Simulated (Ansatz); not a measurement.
## Property card for Al2Ru

These are results of DFT r2SCAN, scalar-relativistic, plane waves, PAW in Ansatz, not measurements.

Plane waves to 500 eV, a k mesh through Γ of 18×18×18 on the computed 3-atom cell and Gaussian smearing (0.10 eV); no spin polarisation.

The structure is relaxed at this level of theory with its symmetry kept. Whether it is the stable form of this composition wasn't checked.

Space group I4/mmm (No. 139). a = 3.122 Å, b = 3.122 Å, c = 8.445 Å, α = 90.00°, β = 90.00°, γ = 90.00°
| atom | site | symmetry | x | y | z |
| --- | --- | --- | --- | --- | --- |
| Al | 4e | 4mm | 0.5000 | 0.5000 | 0.1591 |
| Ru | 2a | 4/mmm | 0.0000 | 0.0000 | 0.0000 |

```
Space group                                                       : I4/mmm (No. 139)
Volume per atom                                                   : 13.72 Å³
Formation energy from the elements' standard states (uncorrected) : -0.747 eV/atom
Generalised Kohn–Sham band gap                                    : none (metal)
Density of states at the Fermi level                              : 0.03 states/eV per cell (so small that it hangs on the mesh: a semimetal, or crossings between mesh points)
Löwdin character within 0.5 eV of the Fermi level                 : Ru 4d 66 %, Al 3p 27 %
Bulk modulus                                                      : 183 GPa
Its pressure derivative                                           : 4.4
Bader charges (e)                                                 : Al (2 in the cell) 1.63, Ru (1 in the cell) -3.25
```